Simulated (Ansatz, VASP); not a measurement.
## Al2Cu in VASP and in Ansatz

File INCAR:

```
PREC = Accurate ; ENCUT = 520
EDIFF = 1E-6 ; ISMEAR = 0
SIGMA = 0.15 ; LREAL = F
LASPH = T ; NELM = 80
ALGO = Fast ; ISIF = 2
LWAVE = F ; LCHARG = F
GGA = PS ; NBANDS = 16
```

KPOINTS

```
regular mesh
0
Gamma
  10 10 14
```

File POSCAR:

```
Al2Cu
1.0
    4.1795741489      0.0000000000      0.0000000000
    0.0000000000      4.1795741489      0.0000000000
    0.0000000000      0.0000000000      2.7129911133
Al Cu
2 1
Direct
    0.5024873978      0.0000000000      0.5000000000
   -0.0363105904      0.5000000000      0.5000000000
    0.0143612780      0.0000000000      0.0000000000
```

Input for Ansatz:

```yaml
crystal:
  lattice:
    - [4.1795741489, 0.0, 0.0]
    - [0.0, 4.1795741489, 0.0]
    - [0.0, 0.0, 2.7129911133]
  atoms:
    - { symbol: Al, position: [0.5024873978, 0.0, 0.5] }
    - { symbol: Al, position: [-0.0363105904, 0.5, 0.5] }
    - { symbol: Cu, position: [0.014361278, 0.0, 0.0] }
basis:
  ecutwfc: 520.0
kpoints:
  mp_grid: { grid: [10, 10, 14] }
hamiltonian:
  xc: pbesol
  pseudopotentials: { kind: paw, azcp: { folder: soft_1 } }
scf:
  occupations: { method: gaussian, width: 0.15 }
output:
  forces: true
  stress: true
  eigenvalues: true
  write_density: true
  write_potential: true
  elf: true
  volumetric_format: npy
```

Change from the starting cell: mode 4 frozen in at -0.148 Å, strain +e along z and -e/2 along x and y -0.0467.

Alike in both runs: task single point; functional PBEsol; k mesh 10 × 10 × 14; occupations gaussian, width 0.15 eV; no spin polarisation.

```csv
,VASP,Ansatz
version,VASP 6.6.1,Ansatz 0.2.0
potentials or method,"VASP PAW PBE potentials, release 64 (Al, Cu)","scalar-relativistic, plane waves, PAW"
plane-wave cutoff (eV),520,520
valence electrons in the cell,17,25
```

```tsv
	VASP	Ansatz	Ansatz less VASP
gap on the k mesh at the Fermi level (eV)	none	none	-
pressure (GPa)	1.3	1.2	-0.12
largest component of the traceless stress (GPa)	3.16	3.19	+0.031
rms of the force components (eV/Å)	0.122	0.124	+0.0013
```

Atom by atom the forces differ by 0.001 eV/Å (rms over components). A gap of «none» marks a metal or a gap that the smearing closes. The two sets of potentials don't hold the same shells in valence. Ansatz warned: «pseudo_functional_mismatch».

Caveats: the PAW data sets were made with another functional, which shifts forces and pressure a little (VASP).
